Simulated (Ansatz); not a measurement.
## Ga: equation of state with HSE06

Ga:

```xyz
2
Lattice="1.4500 -4.0650 0.0000 1.4500 4.0650 0.0000 0.0000 0.0000 3.1700" Properties=species:S:1:pos:R:3 pbc="T T T"
Ga    1.4500    2.9837    2.3775
Ga    1.4500   -2.9837    0.7925
```

This isn't the form of Ga at room conditions, which is orthorhombic.

* Program: Ansatz 0.2.0
* Task: equation of state
* Functional: HSE06
* Potentials or basis: Ansatz PAW
* Cutoff: 420 eV
* Density cutoff: 1680 eV
* k mesh: 6 × 6 × 6
* Occupations: fermi-dirac, width 0.05 eV
* Spin: no spin polarisation

```json
{"Equilibrium volume": "18.68 Å³/atom", "Bulk modulus at fixed shape and positions": "53 GPa", "Pressure derivative of the bulk modulus": "5.4 (rough: it moves with the points fitted)"}
```

Energy against volume, from the lowest point:
```csv
volume (Å³/atom),energy (meV/atom)
17.564,12.55
17.937,5.30
18.311,1.24
18.685,0.00
19.058,1.21
19.432,4.55
19.806,9.88
```

All runs of the series together: 6.8 min on 2 threads of AMD EPYC 7R13 Processor (Zen 3), on a shared host.

Caveat: the k mesh is coarse (spacing up to 0.38 Å⁻¹), so the values aren't converged, least of all with exact exchange; the cell was scaled at fixed shape and fractional positions, which overstates the stiffness of a crystal with free parameters, most of all of layers and chains; the PAW data sets were made with another functional, which shifts forces and pressure a little.
